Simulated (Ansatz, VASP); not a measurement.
P: VASP beside Ansatz

Contents of INCAR:

```
SYSTEM = P
PREC = Accurate ; ENCUT = 520
EDIFF = 1E-7 ; ISMEAR = 0
SIGMA = 0.1 ; LREAL = .FALSE.
LASPH = .TRUE. ; NELM = 60
ALGO = Fast ; ISIF = 2
LWAVE = .FALSE. ; LCHARG = .FALSE.
GGA = PS ; NBANDS = 12
```

KPOINTS

```
regular mesh
0
G
  6 6 6
  0 0 0
```

POSCAR

```
P
1.0
    1.7257251780      0.9963478961      3.1296800121
   -1.7257251780      0.9963478961      3.1296800121
    0.0000000000     -1.9926957921      3.1296800121
P
2
Direct
    0.2270802500      0.2270802500      0.2270802500
    0.7729197500      0.7729197500      0.7729197500
```

Input for Ansatz:

```yaml
crystal:
  lattice:
    - [1.725725178, 0.9963478961, 3.1296800121]
    - [-1.725725178, 0.9963478961, 3.1296800121]
    - [0.0, -1.9926957921, 3.1296800121]
  atoms:
    - { symbol: P, position: [0.22708025, 0.22708025, 0.22708025] }
    - { symbol: P, position: [0.77291975, 0.77291975, 0.77291975] }
basis:
  ecutwfc: 420
kpoints:
  mp_grid: { grid: [6, 6, 6] }
hamiltonian:
  xc: pbesol
scf:
  occupations: { method: gaussian, width: 0.1 }
output:
  forces: true
  stress: true
  eigenvalues: true
```

This isn't the form of P at room conditions, which is orthorhombic.

Alike in both runs: task single point; functional PBEsol; k mesh 6 × 6 × 6; occupations gaussian, width 0.1 eV; no spin polarisation.

|  | VASP | Ansatz |
| --- | --- | --- |
| version | VASP 6.6.1 | Ansatz 0.2.0 |
| potentials or method | VASP PAW PBE potentials, release 64 (P) | scalar-relativistic, plane waves, PAW |
| plane-wave cutoff (eV) | 520 | 420 |
| valence electrons in the cell | 10 | 10 |

|  | VASP | Ansatz | Ansatz less VASP |
| --- | --- | --- | --- |
| gap on the k mesh at the Fermi level (eV) | none | none | - |
| pressure (GPa) | -2.1 | -2.1 | +0.02 |
| largest component of the traceless stress (GPa) | 0.81 | 1.03 | +0.220 |
| rms of the force components (eV/Å) | 0.023 | 0.038 | +0.0154 |

Atom by atom the forces differ by 0.015 eV/Å (rms over components). A gap of «none» marks a metal or a gap that the smearing closes.

Caveats: the k mesh is coarse (spacing up to 0.37 Å⁻¹), so the values aren't converged; the PAW data sets were made with another functional, which shifts forces and pressure a little (VASP).
